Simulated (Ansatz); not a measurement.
HfO2: random displacements

The calculation used Ansatz, DFT PBE, scalar-relativistic, plane waves, PAW. Settings: plane waves to 420 eV, k-mesh 6×6×4 (Γ-centred), Gaussian smearing 0.05 eV. Spin–orbit coupling is left out, which matters for the heavy elements here. No spin polarisation. Energies are free energies at this smearing, counted from the undisturbed cell; pressure is positive in compression.

The undisturbed cell (relaxed at this level; this form isn't the usual structure):

```
Hf O
1.0
     3.60430    0.00000    0.00000
     0.00000    3.60430    0.00000
     0.00000    0.00000    5.26397
Hf O
2 4
Cartesian
  1.8022 1.8022 2.6320
  0.0000 0.0000 0.0000
  0.0000 1.8022 3.6493
  1.8022 0.0000 4.2467
  1.8022 0.0000 1.6147
  0.0000 1.8022 1.0173
```

The atoms are displaced (Å, in the unstrained cell):

| atom | ux | uy | uz |
| --- | --- | --- | --- |
| Hf1 | -0.045 | -0.147 | -0.073 |
| Hf2 | 0.101 | -0.031 | 0.016 |
| O3 | -0.097 | 0.134 | -0.117 |
| O4 | 0.050 | -0.019 | 0.071 |
| O5 | -0.021 | -0.034 | 0.092 |
| O6 | 0.013 | 0.097 | 0.011 |

The cell is not strained.

(1) What are the energy change, the stress and the forces?

## Answers

(1) ΔE = 107.0 meV/atom; stress (xx, yy, zz, yz, xz, xy; compression positive) (1.13, 11.77, 8.30, 2.87, -1.77, 0.45) GPa; gap on the mesh 4.60 eV.
| atom | Fx (eV/Å) | Fy | Fz |
| --- | --- | --- | --- |
| Hf1 | -0.44 | 2.39 | 2.22 |
| Hf2 | -0.64 | 0.87 | -0.99 |
| O3 | 1.63 | -0.74 | 0.92 |
| O4 | -0.44 | 1.01 | 0.09 |
| O5 | -0.10 | -1.17 | -1.76 |
| O6 | -0.01 | -2.36 | -0.48 |

Cost: 1 run of about 0.23 core-minutes, on Intel Xeon Platinum 8488C (Sapphire Rapids) (shared hosts).